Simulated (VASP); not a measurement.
The system is Si.

```
CELL_PARAMETERS angstrom
2.62054 0.00000 0.00000
-1.31027 2.26946 0.00000
0.00000 0.00000 2.46635
ATOMIC_POSITIONS crystal
Si 0.00000 0.00000 0.00000
```

This isn't the form of Si at room conditions, which is diamond.

Base run:

| Quantity | Value |
| --- | --- |
| Program | VASP 6.6.1 |
| Functional | TPSS |
| Potentials or basis | VASP PAW PBE potentials, release 64 (Si) |
| Cutoff | 520 eV |
| k mesh | 12 × 12 × 11 |
| Occupations | fermi-dirac, width 0.05 eV |
| Spin | no spin polarisation |

Its results: pressure -0.2 GPa.

**Question.** After a change of settings the same cell gave: pressure 1.7 GPa. Which change was it?
A. functional from TPSS to r2SCAN
B. functional from TPSS to SCAN
C. functional from TPSS to PBE; occupations from fermi-dirac, width 0.05 eV to gaussian, width 0.03 eV

**Answer.** A.

Caveats: the PAW data sets were made with another functional, which shifts forces and pressure a little.
